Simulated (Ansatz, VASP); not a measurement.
## One calculation of Pt, two programs

```
Pt
1.0
     0.00000    1.96090    1.96090
     1.96090    0.00000    1.96090
     1.96090    1.96090    0.00000
Pt
1
Direct
  0.00000 0.00000 0.00000
```

Alike in both runs: task relaxation of cell and atoms; functional PBEsol; k mesh 14 × 14 × 14; occupations fermi-dirac, width 0.05 eV; no spin polarisation.

|  | VASP | Ansatz |
| --- | --- | --- |
| version | VASP 6.6.1 | Ansatz 0.2.0 |
| potentials or method | VASP PAW PBE potentials, release 64 (Pt) | PAW with Ansatz's default frozen-core files, scalar-relativistic |
| plane-wave cutoff (eV) | 600 | 420 |
| valence electrons in the cell | 10 | 18 |

```tsv
	VASP	Ansatz	Ansatz less VASP
relaxed volume (Å³/atom)	15.02	15.03	+0.018
relaxed cell length with the largest relative difference (Å)	2.769	2.770	+0.0011
```

The two sets of potentials don't hold the same shells in valence. Ansatz warned: «gradients_without_spin_orbit».

Caveats: the PAW data sets were made with another functional, which shifts forces and pressure a little (VASP). Spin-orbit coupling is left out, which matters for the levels of Pt.
